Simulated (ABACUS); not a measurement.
Write the native input for ABACUS 3.10.1 that does the following.

| Quantity | Value |
| --- | --- |
| Task | band structure |
| Functional | rSCAN |
| Potentials or basis | SG15 ONCV 1.2 PBE |
| Cutoff | 1238 eV |
| Density cutoff | 4952 eV |
| Basis | plane waves |
| Occupations | fermi-dirac, width 0.05 eV |
| Spin | no spin polarisation |
| Radial cutoff of the potentials (pseudo_rcut) | 10 bohr |
| Threshold of the eigensolver | 1e-07 Ry |
| Density | read from an earlier self-consistent run |
| Path | G-X-W-K-G-L-U-W-L-K, U-X |
| Points for each segment of the path | 10 |
| SCF threshold on the density | 1e-08 |
| Max SCF steps | 100 |
| Eigensolver | dav |
| Mixing | broyden |
| Mixing share | 0.7 |
| Symmetry key | -1 |
| Bands | 24 |

Ge:

```
Ge
1.0
     0.00000    2.82891    2.82891
     2.82891    0.00000    2.82891
     2.82891    2.82891    0.00000
Ge
2
Direct
  0.25000 0.25000 0.25000
  0.00000 0.00000 0.00000
```

One way to write it, as run:

INPUT

```
INPUT_PARAMETERS
suffix              Ge
calculation         nscf
basis_type          pw
pseudo_dir          ./
symmetry            -1
dft_functional      MGGA_X_RSCAN+MGGA_C_RSCAN
ecutwfc             91.0
pseudo_rcut         10
nspin               1
nbands              24
ks_solver           dav
smearing_method     fd
smearing_sigma      0.00367493
scf_thr             1e-08
scf_nmax            100
mixing_type         broyden
mixing_beta         0.7
mixing_tau          1
init_chg            file
pw_diag_thr         1e-07
out_band            1
kpar                4
```

STRU

```
ATOMIC_SPECIES
Ge 72.6300 Ge_ONCV_PBE-1.2.upf

LATTICE_CONSTANT
1.8897261246

LATTICE_VECTORS
0.0000000000 2.8289100000 2.8289100000
2.8289100000 0.0000000000 2.8289100000
2.8289100000 2.8289100000 0.0000000000

ATOMIC_POSITIONS
Direct

Ge
0.0
2
0.2500000000 0.2500000000 0.2500000000 1 1 1
0.0000000000 0.0000000000 0.0000000000 1 1 1
```

KPT

```
K_POINTS
12
Line
0.00000000 0.00000000 0.00000000 10 // G
0.50000000 0.00000000 0.50000000 10 // X
0.50000000 0.25000000 0.75000000 10 // W
0.37500000 0.37500000 0.75000000 10 // K
0.00000000 0.00000000 0.00000000 10 // G
0.50000000 0.50000000 0.50000000 10 // L
0.62500000 0.25000000 0.62500000 10 // U
0.50000000 0.25000000 0.75000000 10 // W
0.50000000 0.50000000 0.50000000 10 // L
0.37500000 0.37500000 0.75000000 1 // K
0.62500000 0.25000000 0.62500000 10 // U
0.50000000 0.00000000 0.50000000 1 // X
```

Potentials or basis: SG15 ONCV 1.2 PBE, plane waves.

Launch:

```bash
$ OMP_NUM_THREADS=1 mpirun -np 4 abacus > log
```

Run time: 32 s on 4 MPI ranks on AMD EPYC 9R45 96-Core Processor (Zen 5) (shared host), peak memory 0.52 GiB a rank.
